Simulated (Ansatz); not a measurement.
ScAl₃: energy along a strain

ScAl₃, Pm-3m, a = 4.105 Å. The structure is a Materials Project entry; whether it is the stable form wasn't checked. Ansatz: PBE, PAW, 420 eV, Γ-centred 12×12×12 mesh on 4 atoms, Gaussian smearing 0.15 eV; no spin polarisation. Cell vectors (Å): 4.105 0.000 0.000; 0.000 4.105 0.000; 0.000 0.000 4.105. The cell is strained by x per cent times the pattern (1 -1 0 0 0 0) in the order xx yy zz yz xz xy (engineering shears), with fractional coordinates held. y is the free energy over the start, V0 = 17.298 Å³/atom. Symmetry makes y even in x.

| x (%) | y (meV/atom) |
| --- | --- |
| -4.00 | 24.03 |
| -2.00 | ? |
| 0.00 | 0.00 |
| 0.50 | 0.38 |
| 1.00 | 1.52 |
| 1.50 | 3.41 |
| 2.50 | 9.45 |
| 3.00 | 13.58 |
| 3.50 | 18.45 |

Q: Fit y = c2 x² + c4 x⁴ to the other rows, get the stiffness along the pattern, and predict the missing energy.

A: Least squares on the rows shown. y = 1.5185 x² − 0.0010314 x⁴. The clamped-ion stiffness p·C·p = 2 × 15.18 eV × 160.2 / 17.298 Å³ = 281 GPa. At x = -2.00 the fit asked for gives 6.06 meV/atom. The run gave 6.06 meV/atom, the same to the digits shown.